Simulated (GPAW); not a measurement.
# Al (Im-3m) in GPAW: phonons with SCAN+D3(BJ)

Aim: the phonons of Al with SCAN+D3(BJ).

Program: GPAW 26.7.0. These are calculated values, not measurements. Logs are shortened: lines on timing, memory, paths and dates and some standing lists are left out, and cuts for length are marked. The log counts tension as positive stress, the text compression.

### 1 The crystal as given

It takes space group Im-3m (No. 229, cubic). The conventional cell has a = 3.182 Å, b = 3.182 Å, c = 3.182 Å, α = 90.00°, β = 90.00°, γ = 90.00°. Around Al (site symmetry m-3m) lie 8 Al at 2.76 Å.

This isn't the form of Al at room conditions, which is fcc.

### 2 Phonons, SCAN+D3(BJ)

run.py reads:

```python
import json
import numpy as np
from ase import Atoms
from ase.calculators.mixing import SumCalculator
from ase.constraints import FixSymmetry
from ase.filters import FrechetCellFilter
from ase.io import write
from ase.optimize import BFGS
from ase.spacegroup import crystal
from dftd3.ase import DFTD3
from phonopy import Phonopy
from phonopy.structure.atoms import PhonopyAtoms
from gpaw import GPAW, PW

# Al 2a
atoms = crystal(['Al'],
                basis=[[0.0, 0.0, 0.0]],
                spacegroup=229, setting=1,  # Im-3m
                cellpar=[3.18243738, 3.18243738, 3.18243738, 90.0, 90.0, 90.0],
                primitive_cell=True)

calc = GPAW(mode=PW(510),
            xc='MGGA_X_SCAN+MGGA_C_SCAN',
            kpts={'size': (12, 12, 12), 'gamma': True},
            occupations={'name': 'fermi-dirac', 'width': 0.05},
            nbands=7,
            convergence={'density': 1e-06, 'eigenstates': 1e-09},
            random=True,
            maxiter=50,
            txt='gpaw.txt')
atoms.calc = SumCalculator([calc, DFTD3(method='scan', damping='d3bj')])
atoms.set_constraint(FixSymmetry(atoms))
BFGS(FrechetCellFilter(atoms), trajectory='relax.traj', logfile='-').run(fmax=0.005, steps=40)
atoms.set_constraint()
energy = atoms.get_potential_energy()
forces = atoms.get_forces()
stress = atoms.get_stress()
calc.write('gs.gpw')
write('result.traj', atoms)
print('Cell:', atoms.cell.cellpar().round(4))
print(atoms.get_scaled_positions().round(5))

def force_constants(scale):
    unit = PhonopyAtoms(symbols=atoms.get_chemical_symbols(), cell=atoms.cell[:] * scale**(1 / 3),
                        scaled_positions=atoms.get_scaled_positions())
    ph = Phonopy(unit, supercell_matrix=np.diag([2, 2, 2]), primitive_matrix=np.eye(3), symprec=1e-4)
    ph.generate_displacements(distance=0.02)
    forces = []
    for i, sc in enumerate(ph.supercells_with_displacements):
        a = Atoms(sc.symbols, cell=sc.cell, scaled_positions=sc.scaled_positions, pbc=True)
        c = GPAW(mode=PW(510),
                 xc='MGGA_X_SCAN+MGGA_C_SCAN',
                 kpts={'size': (6, 6, 6), 'gamma': True},
                 occupations={'name': 'fermi-dirac', 'width': 0.05},
                 nbands=26,
                 convergence={'density': 1e-06, 'eigenstates': 1e-09},
                 random=True,
                 maxiter=50,
                 txt=f'disp-{scale:.3f}-{i:02d}.txt')
        a.calc = SumCalculator([c, DFTD3(method='scan', damping='d3bj')])
        f = a.get_forces()
        forces.append(f - f.mean(axis=0))
        print(f'displacement {i}: drift', f.mean(axis=0).round(5), flush=True)
    ph.forces = forces
    ph.produce_force_constants()
    ph.symmetrize_force_constants()
    return ph

qpoints = [[0.0, 0.0, 0.0], [0.0, 0.0, 0.5], [0.0, 0.5, 0.0], [0.0, 0.5, 0.5], [0.5, 0.0, 0.0], [0.5, 0.0, 0.5], [0.5, 0.5, 0.0], [0.5, 0.5, 0.5]]
results = {}
for scale in [1.0]:
    ph = force_constants(scale)
    ph.run_qpoints(qpoints)
    nu = ph.qpoints.frequencies * 33.35641  # THz to cm^-1
    results[f'{scale:.3f}'] = nu.tolist()
    for qp, f in zip(qpoints, nu):
        print(scale, np.round(qp, 4), f.round(2))

path = atoms.cell.bandpath('GHNGPH,PN', npoints=60, eps=1e-4)
ph.run_qpoints(path.kpts)
results['path'] = (ph.qpoints.frequencies * 33.35641).tolist()
results['path_q'] = path.kpts.tolist()
x, ticks, names = path.get_linear_kpoint_axis()
results['axis'] = [x.tolist(), list(ticks), names]
ph.run_mesh([15, 15, 15], is_gamma_center=True)
ph.run_thermal_properties(temperatures=[0, 100, 200, 300, 500, 800], cutoff_frequency=0.05)
tp = ph.thermal_properties
results['thermal'] = [list(v) for v in (tp.temperatures, tp.free_energy, tp.entropy, tp.heat_capacity)]
for t, fv, s, cv in zip(*results['thermal']):
    print(f'{t:6.0f} K  F {fv:9.4f} kJ/mol  S {s:9.4f} J/K/mol  Cv {cv:9.4f} J/K/mol')
json.dump(results, open('phonons.json', 'w'))
```

Potentials or basis: GPAW PAW data sets (gpaw-data 1.2.1), pw.

Launch:

```bash
$ OMP_NUM_THREADS=1 python run.py
```

gpaw.txt:

```text
__  _  _
 | _ |_)|_||  |
 |__||  | ||/\| - 26.7.0

Input parameters:
  mode=PW(ecut=510.0),
  convergence={'density': 1e-06, 'eigenstates': 1e-09},
  kpts=MonkhorstPack(size=(12, 12, 12), gamma=True),
  maxiter=50,
  nbands=7,
  occupations=Occupations(name='fermi-dirac', width=0.05),
  random=True,
  xc=XC(name='MGGA_X_SCAN+MGGA_C_SCAN')
Initializing wave functions with random numbers

       Al

Atoms  # Å, Bohr magnetons
|   | symbol |        x |        y |        z |    initial magnetic moments |
|---|--------|----------|----------|----------|-----------------------------|
| 0 |     Al | 0.000000 | 0.000000 | 0.000000 | ( 0.0000,  0.0000,  0.0000) |

Unit cell  # Å
| periodic |         x |         y |         z |  lengths |     angles |
|----------|-----------|-----------|-----------|----------|------------|
|      yes | -1.591219 |  1.591219 |  1.591219 | 2.756072 | 109.471221 |
|      yes |  1.591219 | -1.591219 |  1.591219 | 2.756072 | 109.471221 |
|      yes |  1.591219 |  1.591219 | -1.591219 | 2.756072 | 109.471221 |

Number of symmetries: 48
Symmetry operations  # r_c * U_cc + t_c -> r_c
|    | kind |            matrix            |
|----|------|------------------------------|
|  0 |  σ   |  1, 1, 1,  0, 0,-1,  0,-1, 0 |
|  1 |  C4  |  1, 1, 1,  0, 0,-1, -1, 0, 0 |
|  2 |  C2  |  1, 1, 1,  0,-1, 0,  0, 0,-1 |
|  3 |  S6  |  1, 1, 1,  0,-1, 0, -1, 0, 0 |
|  4 |  S6  |  1, 1, 1, -1, 0, 0,  0, 0,-1 |
|  5 |  C4  |  1, 1, 1, -1, 0, 0,  0,-1, 0 |
|  6 |  E   |  1, 0, 0,  0, 1, 0,  0, 0, 1 |
|  7 |  σ   |  1, 0, 0,  0, 1, 0, -1,-1,-1 |
|  8 |  σ   |  1, 0, 0,  0, 0, 1,  0, 1, 0 |
|  9 |  C3  |  1, 0, 0,  0, 0, 1, -1,-1,-1 |
| 10 |  C3  |  1, 0, 0, -1,-1,-1,  0, 1, 0 |
| 11 |  σ   |  1, 0, 0, -1,-1,-1,  0, 0, 1 |
| 12 |  σ   |  0, 1, 0,  1, 0, 0,  0, 0, 1 |
| 13 |  C2  |  0, 1, 0,  1, 0, 0, -1,-1,-1 |
| 14 |  C3  |  0, 1, 0,  0, 0, 1,  1, 0, 0 |
| 15 |  S4  |  0, 1, 0,  0, 0, 1, -1,-1,-1 |
| 16 |  S4  |  0, 1, 0, -1,-1,-1,  1, 0, 0 |
| 17 |  C3  |  0, 1, 0, -1,-1,-1,  0, 0, 1 |
| 18 |  C3  |  0, 0, 1,  1, 0, 0,  0, 1, 0 |
| 19 |  S4  |  0, 0, 1,  1, 0, 0, -1,-1,-1 |
| 20 |  σ   |  0, 0, 1,  0, 1, 0,  1, 0, 0 |
| 21 |  C3  |  0, 0, 1,  0, 1, 0, -1,-1,-1 |
| 22 |  C2  |  0, 0, 1, -1,-1,-1,  1, 0, 0 |
[... 171 lines left out ...]
Fermi level: 7.358
Eigenvalues  # (at kpt = [-0.000, -0.000, -0.000])
| band index |      eig [eV] | occ [0-2] |
|------------|---------------|-----------|
|          0 |        -4.135 |     2.000 |
|          1 |        21.012 |     0.000 |
|          2 |        21.012 |     0.000 |
|          3 |        21.012 |     0.000 |
|          4 |        22.828 |     0.000 |
|          5 |        22.828 |     0.000 |
|          6 |        22.828 |     0.000 |

No gap
No difference between direct/indirect transitions

Stress tensor  # eV/Ang^3
|         x |         y |         z |
|-----------|-----------|-----------|
| -0.021838 | -0.000000 |  0.000000 |
| -0.000000 | -0.021838 | -0.000000 |
|  0.000000 | -0.000000 | -0.021838 |

Forces  # eV/Ang
|        x |        y |        z |
|----------|----------|----------|
| -0.00000 | -0.00000 | -0.00000 |  # Al   0

Interpolating wave functions to new cell

       Al

Atoms  # Å, Bohr magnetons
|   | symbol |        x |        y |        z |    initial magnetic moments |
|---|--------|----------|----------|----------|-----------------------------|
| 0 |     Al | 0.000000 | 0.000000 | 0.000000 | ( 0.0000,  0.0000,  0.0000) |

Unit cell  # Å
| periodic |         x |         y |         z |  lengths |     angles |
|----------|-----------|-----------|-----------|----------|------------|
|      yes | -1.596887 |  1.596887 |  1.596887 | 2.765890 | 109.471221 |
|      yes |  1.596887 | -1.596887 |  1.596887 | 2.765890 | 109.471221 |
|      yes |  1.596887 |  1.596887 | -1.596887 | 2.765890 | 109.471221 |

Number of symmetries: 48
Symmetry operations  # r_c * U_cc + t_c -> r_c
|    | kind |            matrix            |
|----|------|------------------------------|
|  0 |  σ   |  1, 1, 1,  0, 0,-1,  0,-1, 0 |
|  1 |  C4  |  1, 1, 1,  0, 0,-1, -1, 0, 0 |
|  2 |  C2  |  1, 1, 1,  0,-1, 0,  0, 0,-1 |
|  3 |  S6  |  1, 1, 1,  0,-1, 0, -1, 0, 0 |
|  4 |  S6  |  1, 1, 1, -1, 0, 0,  0, 0,-1 |
|  5 |  C4  |  1, 1, 1, -1, 0, 0,  0,-1, 0 |
|  6 |  E   |  1, 0, 0,  0, 1, 0,  0, 0, 1 |
|  7 |  σ   |  1, 0, 0,  0, 1, 0, -1,-1,-1 |
|  8 |  σ   |  1, 0, 0,  0, 0, 1,  0, 1, 0 |
|  9 |  C3  |  1, 0, 0,  0, 0, 1, -1,-1,-1 |
| 10 |  C3  |  1, 0, 0, -1,-1,-1,  0, 1, 0 |
| 11 |  σ   |  1, 0, 0, -1,-1,-1,  0, 0, 1 |
| 12 |  σ   |  0, 1, 0,  1, 0, 0,  0, 0, 1 |
| 13 |  C2  |  0, 1, 0,  1, 0, 0, -1,-1,-1 |
| 14 |  C3  |  0, 1, 0,  0, 0, 1,  1, 0, 0 |
| 15 |  S4  |  0, 1, 0,  0, 0, 1, -1,-1,-1 |
| 16 |  S4  |  0, 1, 0, -1,-1,-1,  1, 0, 0 |
| 17 |  C3  |  0, 1, 0, -1,-1,-1,  0, 0, 1 |
| 18 |  C3  |  0, 0, 1,  1, 0, 0,  0, 1, 0 |
| 19 |  S4  |  0, 0, 1,  1, 0, 0, -1,-1,-1 |
| 20 |  σ   |  0, 0, 1,  0, 1, 0,  1, 0, 0 |
| 21 |  C3  |  0, 0, 1,  0, 1, 0, -1,-1,-1 |
| 22 |  C2  |  0, 0, 1, -1,-1,-1,  1, 0, 0 |
[... 169 lines left out ...]
Fermi level: 7.250
Eigenvalues  # (at kpt = [-0.000, -0.000, -0.000])
| band index |      eig [eV] | occ [0-2] |
|------------|---------------|-----------|
|          0 |        -4.167 |     2.000 |
|          1 |        20.847 |     0.000 |
|          2 |        20.847 |     0.000 |
|          3 |        20.847 |     0.000 |
|          4 |        22.565 |     0.000 |
|          5 |        22.565 |     0.000 |
|          6 |        22.565 |     0.000 |

No gap
No difference between direct/indirect transitions

Stress tensor  # eV/Ang^3
|         x |         y |         z |
|-----------|-----------|-----------|
| -0.015832 |  0.000000 |  0.000000 |
|  0.000000 | -0.015832 | -0.000000 |
|  0.000000 | -0.000000 | -0.015832 |

Forces  # eV/Ang
|       x |       y |        z |
|---------|---------|----------|
| 0.00000 | 0.00000 | -0.00000 |  # Al   0

Interpolating wave functions to new cell

       Al

Atoms  # Å, Bohr magnetons
|   | symbol |        x |        y |        z |    initial magnetic moments |
|---|--------|----------|----------|----------|-----------------------------|
| 0 |     Al | 0.000000 | 0.000000 | 0.000000 | ( 0.0000,  0.0000,  0.0000) |

Unit cell  # Å
| periodic |         x |         y |         z |  lengths |     angles |
|----------|-----------|-----------|-----------|----------|------------|
|      yes | -1.606441 |  1.606441 |  1.606441 | 2.782438 | 109.471221 |
|      yes |  1.606441 | -1.606441 |  1.606441 | 2.782438 | 109.471221 |
|      yes |  1.606441 |  1.606441 | -1.606441 | 2.782438 | 109.471221 |

Number of symmetries: 48
Symmetry operations  # r_c * U_cc + t_c -> r_c
|    | kind |            matrix            |
|----|------|------------------------------|
|  0 |  σ   |  1, 1, 1,  0, 0,-1,  0,-1, 0 |
|  1 |  C4  |  1, 1, 1,  0, 0,-1, -1, 0, 0 |
|  2 |  C2  |  1, 1, 1,  0,-1, 0,  0, 0,-1 |
|  3 |  S6  |  1, 1, 1,  0,-1, 0, -1, 0, 0 |
|  4 |  S6  |  1, 1, 1, -1, 0, 0,  0, 0,-1 |
|  5 |  C4  |  1, 1, 1, -1, 0, 0,  0,-1, 0 |
|  6 |  E   |  1, 0, 0,  0, 1, 0,  0, 0, 1 |
|  7 |  σ   |  1, 0, 0,  0, 1, 0, -1,-1,-1 |
|  8 |  σ   |  1, 0, 0,  0, 0, 1,  0, 1, 0 |
|  9 |  C3  |  1, 0, 0,  0, 0, 1, -1,-1,-1 |
| 10 |  C3  |  1, 0, 0, -1,-1,-1,  0, 1, 0 |
| 11 |  σ   |  1, 0, 0, -1,-1,-1,  0, 0, 1 |
| 12 |  σ   |  0, 1, 0,  1, 0, 0,  0, 0, 1 |
| 13 |  C2  |  0, 1, 0,  1, 0, 0, -1,-1,-1 |
| 14 |  C3  |  0, 1, 0,  0, 0, 1,  1, 0, 0 |
| 15 |  S4  |  0, 1, 0,  0, 0, 1, -1,-1,-1 |
| 16 |  S4  |  0, 1, 0, -1,-1,-1,  1, 0, 0 |
| 17 |  C3  |  0, 1, 0, -1,-1,-1,  0, 0, 1 |
| 18 |  C3  |  0, 0, 1,  1, 0, 0,  0, 1, 0 |
| 19 |  S4  |  0, 0, 1,  1, 0, 0, -1,-1,-1 |
| 20 |  σ   |  0, 0, 1,  0, 1, 0,  1, 0, 0 |
| 21 |  C3  |  0, 0, 1,  0, 1, 0, -1,-1,-1 |
| 22 |  C2  |  0, 0, 1, -1,-1,-1,  1, 0, 0 |
[... 170 lines left out ...]
Fermi level: 7.072
Eigenvalues  # (at kpt = [-0.000, -0.000, -0.000])
| band index |      eig [eV] | occ [0-2] |
|------------|---------------|-----------|
|          0 |        -4.219 |     2.000 |
|          1 |        20.575 |     0.000 |
|          2 |        20.575 |     0.000 |
|          3 |        20.575 |     0.000 |
|          4 |        22.130 |     0.000 |
|          5 |        22.130 |     0.000 |
|          6 |        22.130 |     0.000 |

No gap
No difference between direct/indirect transitions

Stress tensor  # eV/Ang^3
|         x |         y |         z |
|-----------|-----------|-----------|
| -0.006208 | -0.000000 |  0.000000 |
| -0.000000 | -0.006208 | -0.000000 |
|  0.000000 | -0.000000 | -0.006208 |

Forces  # eV/Ang
|       x |       y |       z |
|---------|---------|---------|
| 0.00000 | 0.00000 | 0.00000 |  # Al   0

# Writing to gs.gpw (mode='')
```

Run time: 8 min. Hardware: 1 thread of Arm Neoverse V1, shared host; peak memory 0.41 GiB.

What came out:

| Quantity | Value |
| --- | --- |
| Free energy | -7.6699 eV |
| Relaxed volume | 16.58 Å³/atom |
| Relaxed cell | a = 2.782 Å, b = 2.782 Å, c = 2.782 Å, α = 109.47°, β = 109.47°, γ = 109.47° |
| Space group after relaxing (to 0.05 Å) | Im-3m (No. 229) |
| Pressure after relaxing | 0.0 GPa |
| Band gap on the k mesh | none (metal or under the smearing width) |
| Highest phonon frequency | 322 cm⁻¹ |
| Most unstable mode | 89i cm⁻¹ |
| Dispersion energy per atom | -0.099 eV |

Final structure:
```yaml
crystal:
  lattice:
    - [-1.60644, 1.60644, 1.60644]
    - [1.60644, -1.60644, 1.60644]
    - [1.60644, 1.60644, -1.60644]
  atoms:
    - { symbol: Al, position: [0.00000, 0.00000, 0.00000] }
```

Levels at points of the mesh, in eV from the Fermi level:
```tsv
k point	band 1	band 2	band 3	band 4
(0.00, 0.00, 0.00)	-11.29	13.50	13.50	13.50
(0.50, 0.50, 0.00)	-4.35	-3.91	8.31	8.47
(0.50, 0.50, 0.50)	1.90	1.90	1.90	3.12
```

Phonon frequencies in cm⁻¹ (negative: imaginary):
| q point | frequencies |
| --- | --- |
| (0.000, 0.000, 0.000) | 0 0 0 |
| (0.000, 0.000, 0.500) | -89 173 322 |
| (0.000, 0.500, 0.000) | -89 173 322 |
| (0.000, 0.500, 0.500) | -89 173 322 |
| (0.500, 0.000, 0.000) | -89 173 322 |
| (0.500, 0.000, 0.500) | -89 173 322 |
| (0.500, 0.500, 0.000) | -89 173 322 |
| (0.500, 0.500, 0.500) | 283 283 283 |

Caveat: the cutoff is short for stress and forces, so pressures can be off by a GPa or more; some modes are imaginary; phonon bands are interpolated from a small supercell; the PAW data sets were made with another functional, which shifts forces and pressure a little; pairwise dispersion overbinds metals, which lowers pressure and volume.
